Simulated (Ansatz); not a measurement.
# SnSe (Fm-3m): all-electron equation of state, by script

Where is the equilibrium volume of SnSe (Fm-3m) with all electrons, and how stiff is it? Wanted for SnSe (Fm-3m): an all-electron equation of state.

All numbers are computed with the Python package of Ansatz 0.2.0. Level of theory: DFT PBEsol, all-electron LAPW.

## Step 1: The system

It takes space group Fm-3m (No. 225, cubic). Conventional cell: a = 6.020 Å, b = 6.020 Å, c = 6.020 Å, α = 90.00°, β = 90.00°, γ = 90.00°. Sn (site symmetry m-3m) is surrounded by 6 Se at 3.01 Å. Se (site symmetry m-3m) has 6 Sn at 3.01 Å as nearest neighbours.

No structure file is read: the coordinates are typed or built in the script.

## Step 2: The code

File snse.py:

```python
import warnings

import ansatz as az
from ase.eos import EquationOfState
from ase.units import GPa
import numpy as np

VECTORS = np.array([
    [0.0, 3.01, 3.01],
    [3.01, 0.0, 3.01],
    [3.01, 3.01, 0.0],
])
SITES = [
    ("Sn", (0.0, 0.0, 0.0)),
    ("Se", (0.5, 0.5, 0.5)),
]


def build(cell):
    crystal = az.Crystal(lattice=az.Lattice.of(cell))
    for symbol, position in SITES:
        crystal = crystal.atom(symbol, position)
    return crystal

warnings.simplefilter("ignore", az.DeckWarning)

volumes, energies = [], []
for scale in np.linspace(0.94, 1.06, 7):
    cell = VECTORS * scale ** (1 / 3)
    model = (
        build(cell).calculation()
        .functional("pbesol")
        .occupations("fixed")
        .kpoints(6, 6, 6)
        .pseudopotentials("all_electron", lapw=True)
    )
    summary = model.run(threads=1, backend="cpu").report
    volumes.append(abs(np.linalg.det(cell)) / len(SITES))
    energies.append(summary["free_energy_ev"] / len(SITES))
    print(f"{scale:.3f} {volumes[-1]:9.4f} A^3/atom {energies[-1]:16.5f} eV/atom  (estimated basis error {1000 * summary['lapw_basis_errors']['total_ev_per_atom']:.2f} meV/atom)")
v0, e0, bulk = EquationOfState(volumes, energies, eos="birchmurnaghan").fit()
print(f"V0 = {v0:.4f} A^3/atom, B0 = {bulk / GPa:.1f} GPa")
```

## Step 3: The input behind the calls

The package turns the script's settings into the engine's input (first run):

```yaml
crystal:
  lattice:
    - [0.0, 2.94855418723384, 2.94855418723384]
    - [2.94855418723384, 0.0, 2.94855418723384]
    - [2.94855418723384, 2.94855418723384, 0.0]
  atoms:
    - { symbol: Sn, position: [0.0, 0.0, 0.0] }
    - { symbol: Se, position: [0.5, 0.5, 0.5] }
kpoints:
  mp_grid:
    grid: [6, 6, 6]
hamiltonian:
  xc: pbesol
  pseudopotentials:
    kind: all_electron
    lapw: {}
scf:
  occupations:
    method: fixed
```

## Step 4: The run

Run with:

```console
$ python snse.py
```

Standard output:

```text
0.940   25.6346 A^3/atom    -117048.36750 eV/atom  (estimated basis error 0.09 meV/atom)
0.960   26.1801 A^3/atom    -117048.36900 eV/atom  (estimated basis error 0.09 meV/atom)
0.980   26.7255 A^3/atom    -117048.36650 eV/atom  (estimated basis error 0.09 meV/atom)
1.000   27.2709 A^3/atom    -117048.36045 eV/atom  (estimated basis error 0.09 meV/atom)
1.020   27.8163 A^3/atom    -117048.35122 eV/atom  (estimated basis error 0.09 meV/atom)
1.040   28.3617 A^3/atom    -117048.33914 eV/atom  (estimated basis error 0.09 meV/atom)
1.060   28.9072 A^3/atom    -117048.32452 eV/atom  (estimated basis error 0.09 meV/atom)
V0 = 26.1065 A^3/atom, B0 = 57.5 GPa
```

It took 40 s on 1 thread of Arm Neoverse V1, shared host; peak memory 0.37 GiB.

## Step 5: Inputs of later runs

The engine's inputs for some of the other runs:

Run 2, against run 1:

```diff
@@ -3,3 +3,3 @@
-    - [0.0, 2.94855418723384, 2.94855418723384]
-    - [2.94855418723384, 0.0, 2.94855418723384]
-    - [2.94855418723384, 2.94855418723384, 0.0]
+    - [0.0, 2.9693193374938858, 2.9693193374938858]
+    - [2.9693193374938858, 0.0, 2.9693193374938858]
+    - [2.9693193374938858, 2.9693193374938858, 0.0]
```

Run 4, against run 1:

```diff
@@ -3,3 +3,3 @@
-    - [0.0, 2.94855418723384, 2.94855418723384]
-    - [2.94855418723384, 0.0, 2.94855418723384]
-    - [2.94855418723384, 2.94855418723384, 0.0]
+    - [0.0, 3.01, 3.01]
+    - [3.01, 0.0, 3.01]
+    - [3.01, 3.01, 0.0]
```

Run 5, against run 1:

```diff
@@ -3,3 +3,3 @@
-    - [0.0, 2.94855418723384, 2.94855418723384]
-    - [2.94855418723384, 0.0, 2.94855418723384]
-    - [2.94855418723384, 2.94855418723384, 0.0]
+    - [0.0, 3.02993435577594, 3.02993435577594]
+    - [3.02993435577594, 0.0, 3.02993435577594]
+    - [3.02993435577594, 3.02993435577594, 0.0]
```

## Step 6: What each run gave

One row for each of the 7 runs:

```csv
run,volume (Å³/atom),energy from run 2 (meV/atom),gap on the mesh (eV),SCF cycles,CPU time (s)
1,25.635,1.49,0.93,7,5.4
2,26.180,0.00,0.83,7,5.3
3,26.725,2.49,0.73,7,5.3
4,27.271,8.54,0.64,7,5.4
5,27.816,17.78,0.56,7,5.3
6,28.362,29.86,0.48,7,5.3
7,28.907,44.48,0.40,7,5.2
```

## Step 7: Results

| quantity | value |
| --- | --- |
| runs compared | 7 |
| range of energy | 44.48 meV/atom |
| lowest point, volume (Å³/atom) | 26.180 |
| equilibrium volume (fit) | 26.10 Å³/atom |
| bulk modulus (fit) | 57 GPa |

A third-order Birch-Murnaghan fit through the 7 points has its minimum at 26.10 Å³ an atom, 4.3 % below the typed cell, with a bulk modulus of 57 GPa and dB/dP = 4.4. From that minimum the energy rises by 1.5 meV an atom on the compressed side and 44.5 meV on the expanded side. The window is off centre, so dB/dP is rough. All-electron totals depend on functional, relativistic treatment and basis; only differences at equal settings carry meaning.
